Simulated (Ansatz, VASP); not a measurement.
## BAs in VASP and in Ansatz

```
As B
1.0
     0.00000    2.38850    2.38850
     2.38850    0.00000    2.38850
     2.38850    2.38850    0.00000
As B
1 1
Cartesian
  3.5827 3.5827 3.5827
  0.0000 0.0000 0.0000
```

Alike in both runs: task single point; functional PBEsol; k mesh 10 × 10 × 10; occupations fermi-dirac, width 0.05 eV; no spin polarisation.

|  | VASP | Ansatz |
| --- | --- | --- |
| version | VASP 6.6.1 | Ansatz 0.2.0 |
| potentials or method | VASP PAW PBE potentials, release 64 (As, B), cutoff 520 eV | all-electron LAPW, scalar-relativistic |

|  | VASP | Ansatz | Ansatz less VASP |
| --- | --- | --- | --- |
| gap on the k mesh at the Fermi level (eV) | 1.08 | 1.09 | +0.011 |
| least direct gap on the mesh (eV) | 3.24 | 3.25 | +0.006 |
| pressure (GPa) | 0.1 | -0.8 | -0.88 |

Ansatz ran all-electron here, so the differences hold the error of VASP's frozen core and of both bases.

Caveats: the PAW data sets were made with another functional, which shifts forces and pressure a little (VASP). As with any semilocal functional, this PBEsol gap is likely too small. A k mesh can miss the band edges.
